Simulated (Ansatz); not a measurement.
**Pb in Ansatz: the effect of functional**

Crystal: Pb.

```xyz
1
Lattice="-2.0185 2.0185 2.0185 2.0185 -2.0185 2.0185 2.0185 2.0185 -2.0185" Properties=species:S:1:pos:R:3 pbc="T T T"
Pb    0.0000    0.0000    0.0000
```

This isn't the form of Pb at room conditions, which is fcc.

The cell isn't the ideal one: volume scaled by 1.06.

Alike in all runs:

- Program: Ansatz 0.2.0
- Task: single point
- Potentials or basis: Ansatz PAW
- k mesh: 9 × 9 × 9
- Occupations: fermi-dirac, width 0.05 eV
- Spin: no spin polarisation

```csv
functional,cutoff,pressure (GPa)
LDA,420 eV (not typed: the program's choice for these potentials),-5.0
PBEsol,420 eV (not typed: the program's choice for these potentials),?
r2SCAN,500 eV (not typed: the program's choice for these potentials),-2.5
```

Problem. What does the run with functional PBEsol give?

Solution. Pressure -3.8 GPa.

Caveats: the PAW data sets come from PBE, with cores solved anew for the run's functional, which leaves a small shift of forces and pressure.
